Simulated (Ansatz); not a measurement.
# Iridium, bcc under PBE: from relaxation to bulk modulus, part 2 of 2

Aim: take iridium in the bcc structure, relax it, solve it on a dense k-mesh, switch on spin-orbit coupling, then scale the cell to 7 volumes from 88 to 112 % of the relaxed one and try a fit of the equation of state. The k-meshes are 14×14×14 for the relaxation; 23×23×23 for the dense run; 14×14×14 for spin-orbit coupling; 16×16×16 for the volumes.

Ansatz 0.2.0; DFT, PBE, plane waves (420 eV) with PAW, scalar-relativistic. Earlier steps stand in the parts before.

### 5 Volume × 0.88

This is Ir in the bcc structure; at room conditions it is fcc.

input.yaml reads:

```yaml
crystal:
  lattice:
    - [-1.4908680246, 1.4908680246, 1.4908680246]
    - [1.4908680246, -1.4908680246, 1.4908680246]
    - [1.4908680246, 1.4908680246, -1.4908680246]
  atoms:
    - { symbol: Ir, position: [0.0, 0.0, 0.0] }
hamiltonian:
  xc: pbe
  pseudopotentials:
    kind: paw
    azcp:
      Ir: "pseudopotentials/Ir.paw.azcp"
basis:
  ecutwfc: 420
  fft_grid_basis: typed
kpoints:
  mp_grid: { grid: [16, 16, 16], shift: [0, 0, 0] }
magnetization:
  spin_polarized: false
scf:
  occupations: { method: fermi_dirac, width: 0.1 }
  lower_state_search: "off"
output:
  stress: true
```

Launch:

```console
$ ansatz run input.yaml --threads 1 --pin off --max-ram 3584MiB --backend cpu --events-out ev --progress --plain --runs-dir out
```

Standard output, shortened:

```text
[...]
Pseudopotentials: kind: paw
Pseudopotential: Ir, paw, valence charge 17, recommended cutoff 420 eV (normal), <dir>
Functional definition: PBE
[...]
Crystal: 1 atoms, lattice volume = 13.255 Å³
Basis set: ecut = 420 eV, 249 PW (Γ)
Bands: 13, of which v1, the nominal top of the filled ones, is band 9 counted from 1 (8 counted from 0)
Symmetry: 48 space group operations
Space group: Im-3m (ITA 229), of the structure as read, at distance tolerance 2.4e-5 Å
k-points: 145 of 4096
[...]
SCF iter   1: F=—  HF=-11934.439124 eV  |F-HF|=—  |Δ(HF+E_count)|=         —  Δρ=5.76e-3  dr2=1.94e-3  ethr=1.77e-3  ⟨swp⟩=5.0  Hψ=9508  notcnv=0
[...]
SCF iter   6: F=-11934.438975 eV  HF=-11934.438975 eV  |F-HF|=7.09e-11  |Δ(HF+E_count)|=   1.76e-9  Δρ=1.18e-6  dr2=9.74e-11  ethr=5.37e-12  ⟨swp⟩=1.0  Hψ=5617  notcnv=0
[...]
SCF converged after 6 iterations
Free energy (F): -11934.438975 eV
[...]
E sigma→0 (E₀):  -11934.405790 eV
Entropy (-TS):   -0.066370 eV (-66.370 meV/atom)
Fermi energy:    27.726279 eV
[...]
--- Stress (GPa, compression-positive) ---
       53.954283      -0.000000      -0.000000
        0.000000      53.954283      -0.000000
       -0.000000      -0.000000      53.954283
  P = ⅓ Tr σ = 53.9543 GPa (539.543 kbar)
```

It took 2.2 s on 1 thread of Intel Xeon Platinum 8259CL at 2.50GHz (Skylake/Cascade Lake), shared host; peak memory 0.46 GiB.

### 6 Volume × 0.92

input.yaml, as its differences from that of step 5:

```diff
@@ -2,5 +2,5 @@
   lattice:
-    - [-1.4908680246, 1.4908680246, 1.4908680246]
-    - [1.4908680246, -1.4908680246, 1.4908680246]
-    - [1.4908680246, 1.4908680246, -1.4908680246]
+    - [-1.5131230672, 1.5131230672, 1.5131230672]
+    - [1.5131230672, -1.5131230672, 1.5131230672]
+    - [1.5131230672, 1.5131230672, -1.5131230672]
   atoms:
@@ -25 +25,5 @@
   stress: true
+  write_density: true
+  write_potential: true
+  elf: true
+  volumetric_format: npy
```

Launch:

```console
$ ansatz run input.yaml --threads 1 --pin off --max-ram 3584MiB --backend cpu --events-out ev --progress --plain --runs-dir out
```

Standard output, shortened:

```text
[...]
[... 3 set-up lines as earlier in the session ...]
[...]
Crystal: 1 atoms, lattice volume = 13.857 Å³
Basis set: ecut = 420 eV, 249 PW (Γ)
Bands: 13, of which v1, the nominal top of the filled ones, is band 9 counted from 1 (8 counted from 0)
[... 2 set-up lines as earlier in the session ...]
k-points: 145 of 4096
[...]
SCF iter   1: F=—  HF=-11934.597858 eV  |F-HF|=—  |Δ(HF+E_count)|=         —  Δρ=5.51e-3  dr2=1.82e-3  ethr=1.77e-3  ⟨swp⟩=5.0  Hψ=9394  notcnv=0
[...]
SCF iter   6: F=-11934.598087 eV  HF=-11934.598087 eV  |F-HF|=3.82e-11  |Δ(HF+E_count)|=  4.33e-10  Δρ=6.86e-7  dr2=4.53e-11  ethr=7.17e-12  ⟨swp⟩=4.0  Hψ=8704  notcnv=0
[...]
SCF converged after 6 iterations
Free energy (F): -11934.598087 eV
[...]
E sigma→0 (E₀):  -11934.562992 eV
Entropy (-TS):   -0.070190 eV (-70.190 meV/atom)
Fermi energy:    26.245311 eV
[...]
--- Stress (GPa, compression-positive) ---
       31.561377      -0.000000      -0.000000
       -0.000000      31.561377       0.000000
       -0.000000      -0.000000      31.561377
  P = ⅓ Tr σ = 31.5614 GPa (315.614 kbar)
--- Band table (eV; the first three rows and the last of 145) ---
  k-point 0: bands = ["-66.2212", "-22.7023", "-22.7023", "-22.7023", "15.1760", "22.3977", "22.3977", "22.3977", "25.6527", "25.6527", "42.4206", "42.4206", "42.4206"]
[...]
```

Run time: 3.2 s. Hardware: 1 thread of Intel Xeon Platinum 8259CL at 2.50GHz (Skylake/Cascade Lake), shared host; peak memory 0.48 GiB.

Axes a, b and c in the maps are those of this run's conventional cell (a, b, c = 3.026, 3.026, 3.026 Å).

Density in a lattice plane of the grid's cell (edges 3.03 and 3.03 Å, at 0.000 of the third edge), which holds Ir.

Ten even steps from '0' (0.27 e/Å³) to '9' (9.00 e/Å³):
```
999864210000000001246899
998753110000000001135789
776532100000000000123567
544321000000000000012344
222110000000000000001122
110000000000000000000001
000000000000000000000000
000000000000000000000000
000000000000000000000000
000000000000000000000000
000000000000000000000000
000000000000000000000000
000000000000000000000000
110000000000000000000001
222110000000000000001122
544321000000000000012344
776532100000000000123567
998753110000000001135789
999864210000000001246899
999974210000000001247999
```
Columns run along the first of these edges and rows up along the second, over one cell in 24 and 20 even steps from the bottom left corner. Atoms in the plane (fractional): Ir at (0.00, 0.00).

ELF in the same plane.

Ten even steps from '0' (0.25) to '9' (0.67):
```
357999741000000014799975
788997521000000012579988
999975310000000001357999
998753100000000000135789
776421000000000000012467
332100000000000000000123
110000000000000000000001
000000000000000000000000
000000000000000000000000
000000000000000000000000
000000000000000000000000
000000000000000000000000
110000000000000000000001
332100000000000000000123
776421000000000000012467
998753100000000000135789
999975310000000001357999
788997521000000012579988
357999741000000014799975
036999742000000024799963
```
Columns run along the first of these edges and rows up along the second, over one cell in 24 and 20 even steps from the bottom left corner. Atoms in the plane (fractional): Ir at (0.00, 0.00).

Both are smooth fields of the valence electrons: close to the nuclei they are not physical.

### 7 Volume × 0.96

input.yaml, as its differences from that of step 6:

```diff
@@ -2,5 +2,5 @@
   lattice:
-    - [-1.5131230672, 1.5131230672, 1.5131230672]
-    - [1.5131230672, -1.5131230672, 1.5131230672]
-    - [1.5131230672, 1.5131230672, -1.5131230672]
+    - [-1.5347420318, 1.5347420318, 1.5347420318]
+    - [1.5347420318, -1.5347420318, 1.5347420318]
+    - [1.5347420318, 1.5347420318, -1.5347420318]
   atoms:
@@ -25,5 +25 @@
   stress: true
-  write_density: true
-  write_potential: true
-  elf: true
-  volumetric_format: npy
```

Launch:

```console
$ ansatz run input.yaml --threads 1 --pin off --max-ram 3584MiB --backend cpu --events-out ev --progress --plain --runs-dir out
```

Standard output, shortened:

```text
[...]
[... 3 set-up lines as earlier in the session ...]
[...]
Crystal: 1 atoms, lattice volume = 14.460 Å³
Basis set: ecut = 420 eV, 321 PW (Γ)
Bands: 13, of which v1, the nominal top of the filled ones, is band 9 counted from 1 (8 counted from 0)
[... 2 set-up lines as earlier in the session ...]
k-points: 145 of 4096
[...]
SCF iter   1: F=—  HF=-11934.681756 eV  |F-HF|=—  |Δ(HF+E_count)|=         —  Δρ=5.39e-3  dr2=1.61e-3  ethr=1.77e-3  ⟨swp⟩=5.0  Hψ=9612  notcnv=0
[...]
SCF iter   6: F=-11934.682336 eV  HF=-11934.682336 eV  |F-HF|=2.18e-11  |Δ(HF+E_count)|=  1.46e-10  Δρ=5.80e-7  dr2=3.02e-11  ethr=9.65e-12  ⟨swp⟩=1.1  Hψ=5739  notcnv=0
[...]
SCF converged after 6 iterations
Free energy (F): -11934.682336 eV
[...]
E sigma→0 (E₀):  -11934.645378 eV
Entropy (-TS):   -0.073917 eV (-73.917 meV/atom)
Fermi energy:    24.885026 eV
[...]
--- Stress (GPa, compression-positive) ---
       13.949266      -0.000000      -0.000000
       -0.000000      13.949266       0.000000
       -0.000000       0.000000      13.949266
  P = ⅓ Tr σ = 13.9493 GPa (139.493 kbar)
```

Run time: 2.5 s. Hardware: 1 thread of Intel Xeon Platinum 8259CL at 2.50GHz (Skylake/Cascade Lake), shared host; peak memory 0.47 GiB.

### 8 Volume × 1.0

input.yaml, as its differences from that of step 7:

```diff
@@ -2,5 +2,5 @@
   lattice:
-    - [-1.5347420318, 1.5347420318, 1.5347420318]
-    - [1.5347420318, -1.5347420318, 1.5347420318]
-    - [1.5347420318, 1.5347420318, -1.5347420318]
+    - [-1.5557685081, 1.5557685081, 1.5557685081]
+    - [1.5557685081, -1.5557685081, 1.5557685081]
+    - [1.5557685081, 1.5557685081, -1.5557685081]
   atoms:
@@ -25 +25,5 @@
   stress: true
+  write_density: true
+  write_potential: true
+  elf: true
+  volumetric_format: npy
```

Launch:

```console
$ ansatz run input.yaml --threads 1 --pin off --max-ram 3584MiB --backend cpu --events-out ev --progress --plain --runs-dir out
```

Standard output, shortened:

```text
[...]
[... 3 set-up lines as earlier in the session ...]
[...]
Crystal: 1 atoms, lattice volume = 15.062 Å³
Basis set: ecut = 420 eV, 321 PW (Γ)
Bands: 13, of which v1, the nominal top of the filled ones, is band 9 counted from 1 (8 counted from 0)
[... 2 set-up lines as earlier in the session ...]
k-points: 145 of 4096
[...]
SCF iter   1: F=—  HF=-11934.706868 eV  |F-HF|=—  |Δ(HF+E_count)|=         —  Δρ=5.52e-3  dr2=1.48e-3  ethr=1.77e-3  ⟨swp⟩=5.0  Hψ=9497  notcnv=0
[...]
SCF iter   6: F=-11934.707721 eV  HF=-11934.707721 eV  |F-HF|=4.00e-11  |Δ(HF+E_count)|=  3.75e-10  Δρ=1.16e-6  dr2=9.71e-11  ethr=7.50e-12  ⟨swp⟩=4.0  Hψ=8702  notcnv=0
[...]
SCF converged after 6 iterations
Free energy (F): -11934.707721 eV
[...]
E sigma→0 (E₀):  -11934.668952 eV
Entropy (-TS):   -0.077539 eV (-77.539 meV/atom)
Fermi energy:    23.631749 eV
[...]
--- Stress (GPa, compression-positive) ---
        0.109774      -0.000000       0.000000
        0.000000       0.109774      -0.000000
       -0.000000      -0.000000       0.109774
  P = ⅓ Tr σ = 0.1098 GPa (1.098 kbar)
--- Band table (eV; the first three rows and the last of 145) ---
  k-point 0: bands = ["-68.6325", "-25.1915", "-25.1915", "-25.1915", "13.4029", "20.2377", "20.2377", "20.2377", "23.1370", "23.1370", "39.8653", "39.8653", "39.8653"]
[...]
```

Run time: 3.2 s. Hardware: 1 thread of Intel Xeon Platinum 8259CL at 2.50GHz (Skylake/Cascade Lake), shared host; peak memory 0.48 GiB.

### 9 Volume × 1.04

input.yaml, as its differences from that of step 8:

```diff
@@ -2,5 +2,5 @@
   lattice:
-    - [-1.5557685081, 1.5557685081, 1.5557685081]
-    - [1.5557685081, -1.5557685081, 1.5557685081]
-    - [1.5557685081, 1.5557685081, -1.5557685081]
+    - [-1.5762414942, 1.5762414942, 1.5762414942]
+    - [1.5762414942, -1.5762414942, 1.5762414942]
+    - [1.5762414942, 1.5762414942, -1.5762414942]
   atoms:
```

Launch:

```console
$ ansatz run input.yaml --threads 1 --pin off --max-ram 3584MiB --backend cpu --events-out ev --progress --plain --runs-dir out
```

Standard output, shortened:

```text
[...]
[... 3 set-up lines as earlier in the session ...]
[...]
Crystal: 1 atoms, lattice volume = 15.665 Å³
Basis set: ecut = 420 eV, 321 PW (Γ)
Bands: 13, of which v1, the nominal top of the filled ones, is band 9 counted from 1 (8 counted from 0)
[... 2 set-up lines as earlier in the session ...]
k-points: 145 of 4096
[...]
SCF iter   1: F=—  HF=-11934.685938 eV  |F-HF|=—  |Δ(HF+E_count)|=         —  Δρ=5.82e-3  dr2=1.45e-3  ethr=1.77e-3  ⟨swp⟩=5.0  Hψ=9569  notcnv=0
[...]
SCF iter   6: F=-11934.686899 eV  HF=-11934.686899 eV  |F-HF|=1.27e-10  |Δ(HF+E_count)|=  3.04e-10  Δρ=2.04e-6  dr2=2.96e-10  ethr=1.57e-11  ⟨swp⟩=4.0  Hψ=8980  notcnv=0
[...]
SCF converged after 6 iterations
Free energy (F): -11934.686899 eV
[...]
E sigma→0 (E₀):  -11934.646375 eV
Entropy (-TS):   -0.081048 eV (-81.048 meV/atom)
Fermi energy:    22.473637 eV
[...]
--- Stress (GPa, compression-positive) ---
      -10.742901       0.000000      -0.000000
       -0.000000     -10.742901      -0.000000
        0.000000       0.000000     -10.742901
  P = ⅓ Tr σ = -10.7429 GPa (-107.429 kbar)
--- Band table (eV; the first three rows and the last of 145) ---
  k-point 0: bands = ["-69.7031", "-26.2917", "-26.2917", "-26.2917", "12.6263", "19.2754", "19.2754", "19.2754", "22.0183", "22.0183", "38.7147", "38.7147", "38.7147"]
[...]
```

It took 4.1 s on 1 thread of Intel Xeon Platinum 8259CL at 2.50GHz (Skylake/Cascade Lake), shared host; peak memory 0.48 GiB.

### 10 Volume × 1.08

input.yaml, as its differences from that of step 9:

```diff
@@ -2,5 +2,5 @@
   lattice:
-    - [-1.5762414942, 1.5762414942, 1.5762414942]
-    - [1.5762414942, -1.5762414942, 1.5762414942]
-    - [1.5762414942, 1.5762414942, -1.5762414942]
+    - [-1.5961960365, 1.5961960365, 1.5961960365]
+    - [1.5961960365, -1.5961960365, 1.5961960365]
+    - [1.5961960365, 1.5961960365, -1.5961960365]
   atoms:
```

Launch:

```console
$ ansatz run input.yaml --threads 1 --pin off --max-ram 3584MiB --backend cpu --events-out ev --progress --plain --runs-dir out
```

Standard output, shortened:

```text
[...]
[... 3 set-up lines as earlier in the session ...]
[...]
Crystal: 1 atoms, lattice volume = 16.267 Å³
Basis set: ecut = 420 eV, 321 PW (Γ)
Bands: 13, of which v1, the nominal top of the filled ones, is band 9 counted from 1 (8 counted from 0)
[... 2 set-up lines as earlier in the session ...]
k-points: 145 of 4096
[...]
SCF iter   1: F=—  HF=-11934.628931 eV  |F-HF|=—  |Δ(HF+E_count)|=         —  Δρ=6.17e-3  dr2=1.52e-3  ethr=1.77e-3  ⟨swp⟩=5.0  Hψ=9639  notcnv=0
[...]
SCF iter   6: F=-11934.629902 eV  HF=-11934.629902 eV  |F-HF|=2.60e-10  |Δ(HF+E_count)|=  6.20e-10  Δρ=2.97e-6  dr2=5.98e-10  ethr=2.88e-11  ⟨swp⟩=4.1  Hψ=8922  notcnv=0
[...]
SCF converged after 6 iterations
Free energy (F): -11934.629902 eV
[...]
E sigma→0 (E₀):  -11934.587666 eV
Entropy (-TS):   -0.084472 eV (-84.472 meV/atom)
Fermi energy:    21.400445 eV
[...]
--- Stress (GPa, compression-positive) ---
      -19.218173      -0.000000      -0.000000
        0.000000     -19.218173       0.000000
       -0.000000       0.000000     -19.218173
  P = ⅓ Tr σ = -19.2182 GPa (-192.182 kbar)
--- Band table (eV; the first three rows and the last of 145) ---
  k-point 0: bands = ["-70.6958", "-27.3097", "-27.3097", "-27.3097", "11.9115", "18.3807", "18.3807", "18.3807", "20.9797", "20.9797", "37.6373", "37.6373", "37.6373"]
[...]
```

It took 3.9 s on 1 thread of Intel Xeon Platinum 8259CL at 2.50GHz (Skylake/Cascade Lake), shared host; peak memory 0.48 GiB.

### 11 Volume × 1.12

input.yaml, as its differences from that of step 10:

```diff
@@ -2,5 +2,5 @@
   lattice:
-    - [-1.5961960365, 1.5961960365, 1.5961960365]
-    - [1.5961960365, -1.5961960365, 1.5961960365]
-    - [1.5961960365, 1.5961960365, -1.5961960365]
+    - [-1.6156637605, 1.6156637605, 1.6156637605]
+    - [1.6156637605, -1.6156637605, 1.6156637605]
+    - [1.6156637605, 1.6156637605, -1.6156637605]
   atoms:
@@ -25,5 +25 @@
   stress: true
-  write_density: true
-  write_potential: true
-  elf: true
-  volumetric_format: npy
```

Launch:

```console
$ ansatz run input.yaml --threads 1 --pin off --max-ram 3584MiB --backend cpu --events-out ev --progress --plain --runs-dir out
```

Standard output, shortened:

```text
[...]
[... 3 set-up lines as earlier in the session ...]
[...]
Crystal: 1 atoms, lattice volume = 16.870 Å³
Basis set: ecut = 420 eV, 321 PW (Γ)
Bands: 13, of which v1, the nominal top of the filled ones, is band 9 counted from 1 (8 counted from 0)
[... 1 set-up line as earlier in the session ...]
Space group: Im-3m (ITA 229), of the structure as read, at distance tolerance 2.6e-5 Å
k-points: 145 of 4096
[...]
SCF iter   1: F=—  HF=-11934.543879 eV  |F-HF|=—  |Δ(HF+E_count)|=         —  Δρ=6.51e-3  dr2=1.64e-3  ethr=1.77e-3  ⟨swp⟩=5.0  Hψ=9511  notcnv=0
[...]
SCF iter   6: F=-11934.544738 eV  HF=-11934.544738 eV  |F-HF|=4.75e-10  |Δ(HF+E_count)|=  1.82e-11  Δρ=3.45e-6  dr2=9.82e-10  ethr=5.35e-11  ⟨swp⟩=2.0  Hψ=5656  notcnv=0
[...]
SCF converged after 6 iterations
Free energy (F): -11934.544738 eV
[...]
E sigma→0 (E₀):  -11934.500811 eV
Entropy (-TS):   -0.087853 eV (-87.853 meV/atom)
Fermi energy:    20.403441 eV
[...]
--- Stress (GPa, compression-positive) ---
      -25.795075       0.000000       0.000000
        0.000000     -25.795075       0.000000
        0.000000       0.000000     -25.795075
  P = ⅓ Tr σ = -25.7951 GPa (-257.951 kbar)
```

Wall time 2.8 s (1 thread of Intel Xeon Platinum 8259CL at 2.50GHz (Skylake/Cascade Lake), shared host); peak memory 0.47 GiB.

### 12 Energy and pressure against volume

The cell was scaled evenly, with its shape and the fractional positions fixed.

```tsv
V (Å³/atom)	E − E₀ (meV/atom)	P from the stress (GPa)	P from the fit (GPa)
13.255	263.1	53.95	53.54
13.857	105.9	31.56	31.04
14.460	23.5	13.95	13.44
15.062	0.0	0.11	-0.36
15.665	22.5	-10.74	-11.18
16.267	81.3	-19.22	-19.67
16.870	168.1	-25.80	-26.30
```

Fit (Birch-Murnaghan, third order): V₀ = 15.045 Å³/atom, B₀ = 307 GPa, B₀′ = 5.1, largest residual 0.07 meV/atom.

Fit and stress differ a little: one follows E(σ → 0), the other the smeared free energy.

### 13 What came out

What follows sums up all 2 parts.

| quantity | value |
| --- | --- |
| space group (spins left aside) | Im-3m (No. 229) |
| conventional cell | a = 3.112 Å |
| volume | 15.062 Å³/atom |
| shortest distance | 2.695 Å |
| gap on the mesh | none (levels filled in part) |
| relative to fcc | +643 meV/atom |
| V₀, B₀, B₀′ | 15.045 Å³/atom, 307 GPa, 5.1 |

**Reading.** From the guessed start the volume grew by 6.5 % in 7 steps. It lies 643 meV/atom above the element's reference form at the same level (fcc, from a run of its own), so it is far from stable. No gap shows: it is a metal or semimetal at this level. Totals with and without spin-orbit coupling (-31.9 eV/atom apart) can't be read as binding, since the two-component data shift the zero of energy. The fitted modulus is 307 GPa, among the stiffest elements. Relaxation kept the symmetry; phonons were not checked.
